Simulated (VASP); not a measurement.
# GaAs (F-43m) in VASP: notebook

The runs below take GaAs through band structure, with r2SCAN, r2SCAN-EpsX, TPSS, revTPSS.

Program: VASP 6.6.1. These are calculated values, not measurements. Logs are shortened: lines on timing, memory, paths and dates and some standing lists are left out, and cuts for length are marked.

**The experiment to reproduce.**

“Evidence of valence band perturbations in GaAsN/GaAs(001): A combined variable-angle spectroscopic ellipsometry and modulated photoreflectance investigation”, 2008, arxiv:0805.2212 reports, for a bulk crystal of GaAs at 300 K: band gap 1.412 ± 0.01 eV (direct).

The results are compared with them further down.

## Step 1: The structure

It takes space group F-43m (No. 216, cubic). The conventional cell has a = 5.654 Å, b = 5.654 Å, c = 5.654 Å, α = 90.00°, β = 90.00°, γ = 90.00°. As (site symmetry -43m) has 4 Ga at 2.45 Å as nearest neighbours. Ga (site symmetry -43m) is surrounded by 4 As at 2.45 Å.

## Step 2: Band structure, r2SCAN, spin-orbit coupling, no magnetisation

Contents of INCAR:

```
SYSTEM = GaAs
  PREC = Accurate
  ENCUT = 520
  EDIFF = 1E-6
  ISMEAR = -1
  SIGMA = 0.05
  LREAL = .FALSE.
  LASPH = .TRUE.
  NELM = 100
  ALGO = Normal
  ISIF = 2
  LWAVE = .FALSE.
  LCHARG = .FALSE.
  MAGMOM = 0 0 0 0 0 0
  LORBIT = 11
  LSORBIT = .TRUE.
  GGA_COMPAT = .FALSE.
  METAGGA = R2SCAN
  LMIXTAU = .TRUE.
  NBANDS = 30
```

Contents of KPOINTS:

```
regular mesh
0
G
  6 6 6
  0 0 0
```

Contents of POSCAR:

```
GaAs
1.0
    0.0000000000      2.8268500000      2.8268500000
    2.8268500000      0.0000000000      2.8268500000
    2.8268500000      2.8268500000      0.0000000000
As Ga
1 1
Direct
    0.7500000000      0.7500000000      0.7500000000
    0.0000000000      0.0000000000      0.0000000000
```

Contents of KPOINTS_OPT:

```
path GXWKGLUWLK,UX
20
line-mode
reciprocal
 0.0000000000  0.0000000000  0.0000000000  G
 0.5000000000  0.0000000000  0.5000000000  X

 0.5000000000  0.0000000000  0.5000000000  X
 0.5000000000  0.2500000000  0.7500000000  W

 0.5000000000  0.2500000000  0.7500000000  W
 0.3750000000  0.3750000000  0.7500000000  K

 0.3750000000  0.3750000000  0.7500000000  K
 0.0000000000  0.0000000000  0.0000000000  G

 0.0000000000  0.0000000000  0.0000000000  G
 0.5000000000  0.5000000000  0.5000000000  L

 0.5000000000  0.5000000000  0.5000000000  L
 0.6250000000  0.2500000000  0.6250000000  U

 0.6250000000  0.2500000000  0.6250000000  U
 0.5000000000  0.2500000000  0.7500000000  W

 0.5000000000  0.2500000000  0.7500000000  W
 0.5000000000  0.5000000000  0.5000000000  L

 0.5000000000  0.5000000000  0.5000000000  L
 0.3750000000  0.3750000000  0.7500000000  K

 0.6250000000  0.2500000000  0.6250000000  U
 0.5000000000  0.0000000000  0.5000000000  X
```

Potentials or basis: VASP PAW PBE potentials, release 64 (As, Ga_d).

Command:

```console
cat potpaw_PBE.64/As/POTCAR potpaw_PBE.64/Ga_d/POTCAR > POTCAR
mpirun -np 1 vasp_ncl > vasp.out
```

OUTCAR:

```text
SYSTEM = GaAs
   PREC = Accurate
   ENCUT = 520
   EDIFF = 1E-6
   ISMEAR = -1
   LREAL = .FALSE.
   LASPH = .TRUE.
   NELM = 100
   ISIF = 2
   LORBIT = 11
   LSORBIT = .TRUE.
   METAGGA = R2SCAN

 ion  position               nearest neighbor table
   1  0.750  0.750  0.750-   2 2.45   2 2.45   2 2.45   2 2.45
   2  0.000  0.000  0.000-   1 2.45   1 2.45   1 2.45   1 2.45

  LATTYP: Found a face centered cubic cell.
 ALAT       =     5.6537000000

  Lattice vectors:

 A1 = (   0.0000000000,   2.8268500000,   2.8268500000)
 A2 = (   2.8268500000,   0.0000000000,   2.8268500000)
 A3 = (   2.8268500000,   2.8268500000,   0.0000000000)

Analysis of symmetry for initial positions (statically):
=====================================================================
 Subroutine PRICEL returns:
 Original cell was already a primitive cell.

 Routine SETGRP: Setting up the symmetry group for a
 face centered cubic supercell.

 Subroutine GETGRP returns: Found 24 space group operations
 (whereof 24 operations were pure point group operations)
 out of a pool of 48 trial point group operations.

The static configuration has the point symmetry T_d .

Analysis of symmetry for dynamics (positions and initial velocities):
=====================================================================
 Subroutine PRICEL returns:
 Original cell was already a primitive cell.

 Routine SETGRP: Setting up the symmetry group for a
 face centered cubic supercell.

 Subroutine GETGRP returns: Found 24 space group operations
 (whereof 24 operations were pure point group operations)
 out of a pool of 48 trial point group operations.

The dynamic configuration has the point symmetry T_d .

Analysis of structural, dynamic, and magnetic symmetry:
=====================================================================
 Subroutine PRICEL returns:
 Original cell was already a primitive cell.

 Routine SETGRP: Setting up the symmetry group for a
 face centered cubic supercell.

 Subroutine GETGRP returns: Found 24 space group operations
 (whereof 24 operations were pure point group operations)
 out of a pool of 48 trial point group operations.

The overall configuration has the point symmetry T_d .

 Subroutine INISYM returns: Found 24 space group operations
 (whereof 24 operations are pure point group operations),
 and found     1 'primitive' translations

----------------------------------------------------------------------------------------

[... 885 lines left out ...]

 VOLUME and BASIS-vectors are now :
 -----------------------------------------------------------------------------
  energy-cutoff  :      520.00
  volume of cell :       45.18
      direct lattice vectors                 reciprocal lattice vectors
     0.000000000  2.826850000  2.826850000    -0.176875321  0.176875321  0.176875321
     2.826850000  0.000000000  2.826850000     0.176875321 -0.176875321  0.176875321
     2.826850000  2.826850000  0.000000000     0.176875321  0.176875321 -0.176875321

 POSITION                                       TOTAL-FORCE (eV/Angst)
 -----------------------------------------------------------------------------------
      4.24027      4.24027      4.24027         0.000000      0.000000      0.000000
      0.00000      0.00000      0.00000        -0.000000     -0.000000     -0.000000
 -----------------------------------------------------------------------------------
    total drift:                                0.000002      0.000002      0.000002

  FREE ENERGIE OF THE ION-ELECTRON SYSTEM (eV)
  ---------------------------------------------------
  free  energy   TOTEN  =       -27.0522766444 eV

  energy  without entropy=      -27.0522748347  energy(sigma->0) =      -27.05227574

 Spin-Orbit-Coupling matrix elements

 Ion:    1  E_soc:     -0.0226936
 l=   1
     0.0000000    -0.0037745    -0.0037745
    -0.0037745     0.0000000    -0.0037745
    -0.0037745    -0.0037745     0.0000000
 l=   2
     0.0000000    -0.0000040     0.0000000    -0.0000040    -0.0000037
    -0.0000040     0.0000000    -0.0000028    -0.0000040    -0.0000009
     0.0000000    -0.0000028     0.0000000    -0.0000028     0.0000000
    -0.0000040    -0.0000040    -0.0000028     0.0000000    -0.0000009
    -0.0000037    -0.0000009     0.0000000    -0.0000009     0.0000000
 l=   3
     0.0000000     0.0000000     0.0000000     0.0000000     0.0000000     0.0000000     0.0000000
     0.0000000     0.0000000     0.0000000     0.0000000     0.0000000     0.0000000     0.0000000
     0.0000000     0.0000000     0.0000000     0.0000000     0.0000000     0.0000000     0.0000000
     0.0000000     0.0000000     0.0000000     0.0000000     0.0000000     0.0000000     0.0000000
     0.0000000     0.0000000     0.0000000     0.0000000     0.0000000     0.0000000     0.0000000
     0.0000000     0.0000000     0.0000000     0.0000000     0.0000000     0.0000000     0.0000000
     0.0000000     0.0000000     0.0000000     0.0000000     0.0000000     0.0000000     0.0000000

 Ion:    2  E_soc:     -0.0113847
 l=   1
     0.0000000    -0.0010910    -0.0010910
    -0.0010910     0.0000000    -0.0010910
    -0.0010910    -0.0010910     0.0000000
 l=   2
     0.0000000    -0.0001615     0.0000000    -0.0001615    -0.0006449
    -0.0001615     0.0000000    -0.0004837    -0.0001615    -0.0001612
     0.0000000    -0.0004837     0.0000000    -0.0004837     0.0000000
    -0.0001615    -0.0001615    -0.0004837     0.0000000    -0.0001612
    -0.0006449    -0.0001612     0.0000000    -0.0001612     0.0000000
 l=   3
     0.0000000     0.0000000     0.0000000     0.0000000     0.0000000     0.0000000     0.0000000
     0.0000000     0.0000000     0.0000000     0.0000000     0.0000000     0.0000000     0.0000000
     0.0000000     0.0000000     0.0000000     0.0000000     0.0000000     0.0000000     0.0000000
     0.0000000     0.0000000     0.0000000     0.0000000     0.0000000     0.0000000     0.0000000
     0.0000000     0.0000000     0.0000000     0.0000000     0.0000000     0.0000000     0.0000000
     0.0000000     0.0000000     0.0000000     0.0000000     0.0000000     0.0000000     0.0000000
     0.0000000     0.0000000     0.0000000     0.0000000     0.0000000     0.0000000     0.0000000

 total charge

# of ion       s       p       d       tot
------------------------------------------
    1        1.201   1.645   0.032   2.878
    2        0.845   0.797   9.999  11.641
--------------------------------------------------
tot          2.045   2.442  10.032  14.519

 magnetization (x)

# of ion       s       p       d       tot
------------------------------------------
    1        0.000   0.000   0.000   0.000
    2       -0.000  -0.000   0.000  -0.000
--------------------------------------------------
tot         -0.000  -0.000   0.000  -0.000

 magnetization (y)

# of ion       s       p       d       tot
------------------------------------------
    1        0.000   0.000   0.000   0.000
    2       -0.000   0.000   0.000  -0.000
--------------------------------------------------
tot         -0.000   0.000   0.000  -0.000

 magnetization (z)

# of ion       s       p       d       tot
------------------------------------------
    1        0.000   0.000  -0.000   0.000
    2        0.000  -0.000  -0.000   0.000
--------------------------------------------------
tot          0.000  -0.000  -0.000   0.000
```

It took 20 min on 1 thread of Intel Xeon 6975P-C (Granite Rapids), shared host; peak memory 0.36 GiB.

Results:

```yaml
Free_energy: -27.0523 eV
Pressure: 0.6 GPa
Valence_electrons_inside_the_program's_atomic_spheres: As 2.88; Ga 11.64
```

Caveat: the PAW data sets were made with another functional, which shifts forces and pressure a little.

## Step 3: Band structure, r2SCAN-EpsX

POSCAR is that of step 2.

Contents of INCAR.step1:

```
PREC = Accurate ; ENCUT = 520
EDIFF = 1E-8 ; ISMEAR = -1
SIGMA = 0.05 ; LREAL = F
LASPH = T ; NELM = 60
ALGO = Normal ; ISIF = 2
LWAVE = F ; LCHARG = F
GGA = PE ; LEPSILON = T
```

Contents of KPOINTS.step1:

```
Automatic mesh
0
G
  8 8 8
  0 0 0
```

Contents of INCAR.step2:

```
PREC = Accurate ; ENCUT = 520
EDIFF = 1E-5 ; ISMEAR = -1
SIGMA = 0.05 ; LREAL = F
LASPH = T ; NELM = 60
ALGO = Normal ; ISIF = 2
LWAVE = T ; LCHARG = F
GGA = PE
```

Contents of KPOINTS.step2:

```
Automatic mesh
0
Gamma
  4 4 4
```

Contents of INCAR.step3:

```
PREC = Accurate ; ENCUT = 520
EDIFF = 1E-6 ; ISMEAR = -1
SIGMA = 0.05 ; LREAL = F
LASPH = T ; NELM = 60
ALGO = Normal ; ISIF = 2
LWAVE = F ; LCHARG = F
METAGGA = R2SCAN ; LHFCALC = T
AEXX = 0.0348 ; LMIXTAU = T
PRECFOCK = Fast ; ISTART = 1
```

Contents of KPOINTS.step3:

```
Automatic mesh
0
Gamma
  4 4 4
```

Changes to KPOINTS_OPT since step 2:

```diff
@@ -1,3 +1,3 @@
 path GXWKGLUWLK,UX
-20
+8
 line-mode
```

Potentials or basis: VASP PAW PBE potentials, release 64 (As, Ga_d).

Command:

```console
cat potpaw_PBE.64/As/POTCAR potpaw_PBE.64/Ga_d/POTCAR > POTCAR
cp INCAR.step1 INCAR
cp KPOINTS.step1 KPOINTS
mpirun -np 1 vasp_std > vasp.out
cp INCAR.step2 INCAR
cp KPOINTS.step2 KPOINTS
mpirun -np 1 vasp_std > vasp.out
cp INCAR.step3 INCAR
cp KPOINTS.step3 KPOINTS
mpirun -np 1 vasp_std > vasp.out
```

OUTCAR:

```text
PREC = Accurate
   ENCUT = 520
   EDIFF = 1E-6
   ISMEAR = -1
   LREAL = F
   LASPH = T
   NELM = 60
   ISIF = 2
   METAGGA = R2SCAN
   LHFCALC = T
   AEXX = 0.0348
   PRECFOCK = Fast
   ISTART = 1

 ion  position               nearest neighbor table
   1  0.750  0.750  0.750-   2 2.45   2 2.45   2 2.45   2 2.45
   2  0.000  0.000  0.000-   1 2.45   1 2.45   1 2.45   1 2.45

  LATTYP: Found a face centered cubic cell.
 ALAT       =     5.6537000000

[... 305 lines left out ...]
     13      10.2731      0.00000

------------------------ aborting loop because EDIFF is reached ----------------------------------------

  FORCE on cell =-STRESS in cart. coord.  units (eV):
  Direction    XX          YY          ZZ          XY          YZ          ZX
  --------------------------------------------------------------------------------------
  -------------------------------------------------------------------------------------
  Total        0.2065046      0.2065046      0.2065046     -0.0000000     -0.0000000     -0.0000000
  in kB        7.3232200      7.3232200      7.3232200     -0.0000000     -0.0000000     -0.0000000
  external PRESSURE =       7.3232200 kB  Pullay stress =       0.0000000 kB

 VOLUME and BASIS-vectors are now :
 -----------------------------------------------------------------------------
  energy-cutoff  :      520.00
  volume of cell :       45.18
      direct lattice vectors                 reciprocal lattice vectors
     0.000000000  2.826850000  2.826850000    -0.176875321  0.176875321  0.176875321
     2.826850000  0.000000000  2.826850000     0.176875321 -0.176875321  0.176875321
     2.826850000  2.826850000  0.000000000     0.176875321  0.176875321 -0.176875321

 POSITION                                       TOTAL-FORCE (eV/Angst)
 -----------------------------------------------------------------------------------
      4.24027      4.24027      4.24027         0.000000      0.000000      0.000000
      0.00000      0.00000      0.00000        -0.000000     -0.000000     -0.000000
 -----------------------------------------------------------------------------------
    total drift:                               -0.000227     -0.000107     -0.000125

  FREE ENERGIE OF THE ION-ELECTRON SYSTEM (eV)
  ---------------------------------------------------
  free  energy   TOTEN  =       -26.6270280201 eV

  energy  without entropy=      -26.6270275258  energy(sigma->0) =      -26.62702777
```

OUTCAR.step1:

```text
PREC = Accurate
   ENCUT = 520
   EDIFF = 1E-8
   ISMEAR = -1
   LREAL = F
   LASPH = T
   NELM = 60
   ISIF = 2
   GGA = PE
   LEPSILON = T

[... 666 lines left out ...]
  x     0.00000    -0.00000     0.00000     0.00000     1.00383     0.00000
  y     0.00000    -0.00000     0.00000     0.00000     0.00000     1.00383
  z    -0.00000     0.00000     0.00000     1.00383     0.00000     0.00000

 BORN EFFECTIVE CHARGES (including local field effects) (in |e|, cummulative output)
 ---------------------------------------------------------------------------------
 ion    1
    1    -2.28826     0.00000     0.00000
    2    -0.00000    -2.28826    -0.00000
    3     0.00000     0.00000    -2.28826
 ion    2
    1     2.28826     0.00000     0.00000
    2     0.00000     2.28826     0.00000
    3     0.00000     0.00000     2.28826
```

It took 16 min on 1 thread of Intel Xeon 6975P-C (Granite Rapids), shared host; peak memory 0.3 GiB.

Results:

```
Free energy            : -26.6270 eV
Pressure               : 0.7 GPa
Band gap on the k mesh : 1.19 eV, direct
```

Levels at the corners of the path, in eV from the valence-band top:
| point | band 5 | band 6 | band 7 | band 8 | band 9 | band 10 | band 11 | band 12 | band 13 |
| --- | --- | --- | --- | --- | --- | --- | --- | --- | --- |
| Γ | -15.54 | -13.37 | 0.00 | 0.00 | 0.00 | 1.19 | 4.22 | 4.22 | 4.22 |
| X | -15.53 | -10.70 | -7.09 | -2.81 | -2.81 | 1.90 | 2.11 | 11.11 | 11.11 |
| X | -15.53 | -10.70 | -7.09 | -2.81 | -2.81 | 1.90 | 2.11 | 11.11 | 11.11 |
| W | -15.54 | -10.64 | -6.89 | -3.69 | -3.48 | 5.23 | 5.23 | 6.10 | 6.65 |
| W | -15.54 | -10.64 | -6.89 | -3.69 | -3.48 | 5.23 | 5.23 | 6.10 | 6.65 |
| K | -15.49 | -10.69 | -6.84 | -3.97 | -2.32 | 2.43 | 5.21 | 8.75 | 8.80 |
| K | -15.49 | -10.69 | -6.84 | -3.97 | -2.32 | 2.43 | 5.21 | 8.75 | 8.80 |
| Γ | -15.54 | -13.37 | 0.00 | 0.00 | 0.00 | 1.19 | 4.22 | 4.22 | 4.22 |
| Γ | -15.54 | -13.37 | 0.00 | 0.00 | 0.00 | 1.19 | 4.22 | 4.22 | 4.22 |
| L | -15.54 | -11.50 | -6.91 | -1.20 | -1.20 | 1.53 | 5.16 | 5.16 | 8.46 |
| L | -15.54 | -11.50 | -6.91 | -1.20 | -1.20 | 1.53 | 5.16 | 5.16 | 8.46 |
| U | -15.49 | -10.69 | -6.84 | -3.97 | -2.32 | 2.43 | 5.21 | 8.76 | 8.81 |
| U | -15.49 | -10.69 | -6.84 | -3.97 | -2.32 | 2.43 | 5.21 | 8.75 | 8.80 |
| W | -15.54 | -10.64 | -6.89 | -3.69 | -3.48 | 5.23 | 5.23 | 6.10 | 6.65 |
| W | -15.54 | -10.64 | -6.89 | -3.69 | -3.48 | 5.23 | 5.23 | 6.10 | 6.65 |
| L | -15.54 | -11.50 | -6.91 | -1.20 | -1.20 | 1.53 | 5.16 | 5.16 | 8.46 |
| L | -15.54 | -11.50 | -6.91 | -1.20 | -1.20 | 1.53 | 5.16 | 5.16 | 8.46 |
| K | -15.49 | -10.69 | -6.84 | -3.97 | -2.32 | 2.43 | 5.21 | 8.75 | 8.80 |
| U | -15.49 | -10.69 | -6.84 | -3.97 | -2.32 | 2.43 | 5.21 | 8.75 | 8.80 |
| X | -15.53 | -10.70 | -7.09 | -2.81 | -2.81 | 1.90 | 2.11 | 11.11 | 11.11 |

Caveat: the k mesh is coarse (spacing up to 0.48 Å⁻¹), so the values aren't converged, least of all with exact exchange; an unscreened hybrid on a path of extra k points without a Coulomb cutoff has errors near the mesh points, so the bands along the path aren't reliable; the PAW data sets were made with another functional, which shifts forces and pressure a little. A k mesh can miss the band edges.

## Step 4: Band structure, TPSS

Contents of INCAR:

```
SYSTEM = GaAs
PREC     = Accurate       ! precision mode
ENCUT    = 520            ! plane-wave cutoff, eV
EDIFF    = 1E-7           ! SCF threshold, eV
ISMEAR   = -1             ! smearing method
SIGMA    = 0.05           ! smearing width, eV
LREAL    = .False.        ! projectors in reciprocal space
LASPH    = .True.         ! aspherical terms in the spheres
NELM     = 100            ! most SCF steps
ALGO     = Normal         ! electronic algorithm
ISIF     = 2              ! what is computed and relaxed
LWAVE    = .False.        ! write WAVECAR
LCHARG   = .False.        ! write CHGCAR
METAGGA  = TPSS           ! meta-GGA
LMIXTAU  = .True.       
NBANDS   = 16             ! bands
```

Contents of KPOINTS:

```
regular mesh
0
Gamma
  8 8 8
  0 0 0
```

POSCAR is that of step 3.

Changes to KPOINTS_OPT since step 3:

```diff
@@ -1,3 +1,3 @@
 path GXWKGLUWLK,UX
-8
+20
 line-mode
```

Command:

```console
cat potpaw_PBE.64/As/POTCAR potpaw_PBE.64/Ga_d/POTCAR > POTCAR
mpirun -np 1 vasp_std > vasp.out
```

Run time: 3.1 min. Hardware: 1 thread of Intel Xeon 6975P-C (Granite Rapids), shared host; peak memory 0.18 GiB.

It converged, with:

| Property | Result |
| --- | --- |
| Free energy | -24.1827 eV |
| Pressure | 2.1 GPa |
| Band gap on the k mesh | 0.67 eV, direct |
| Band gap along the path | 0.67 eV, direct |

Levels at the corners of the path, in eV from the valence-band top:
```
point  band 6  band 7  band 8  band 9  band 10  band 11  band 12  band 13
    Γ  -12.89    0.00    0.00    0.00     0.67     3.85     3.85     3.85
    X  -10.34   -6.87   -2.71   -2.71     1.49     1.70    10.40    10.40
    X  -10.34   -6.87   -2.71   -2.71     1.49     1.70    10.40    10.40
    W  -10.28   -6.67   -3.59   -3.39     4.74     4.76     5.58     6.13
    W  -10.28   -6.67   -3.59   -3.39     4.74     4.76     5.58     6.13
    K  -10.38   -6.68   -3.92   -2.29     2.01     4.72     8.11     8.24
    K  -10.38   -6.68   -3.92   -2.29     2.01     4.72     8.11     8.24
    Γ  -12.89    0.00    0.00    0.00     0.67     3.85     3.85     3.85
    Γ  -12.89    0.00    0.00    0.00     0.67     3.85     3.85     3.85
    L  -11.09   -6.71   -1.15   -1.15     1.09     4.75     4.75     7.78
    L  -11.09   -6.71   -1.15   -1.15     1.09     4.75     4.75     7.78
    U  -10.38   -6.68   -3.92   -2.29     2.01     4.72     8.11     8.24
    U  -10.38   -6.68   -3.92   -2.29     2.01     4.72     8.11     8.24
    W  -10.28   -6.67   -3.59   -3.39     4.74     4.76     5.58     6.13
    W  -10.28   -6.67   -3.59   -3.39     4.74     4.76     5.58     6.13
    L  -11.09   -6.71   -1.15   -1.15     1.09     4.75     4.75     7.78
    L  -11.09   -6.71   -1.15   -1.15     1.09     4.75     4.75     7.78
    K  -10.38   -6.68   -3.92   -2.29     2.01     4.72     8.11     8.24
    U  -10.38   -6.68   -3.92   -2.29     2.01     4.72     8.11     8.24
    X  -10.34   -6.87   -2.71   -2.71     1.49     1.70    10.40    10.40
```

Caveat: the PAW data sets were made with another functional, which shifts forces and pressure a little.

(Part 1 of 2 ends here.)
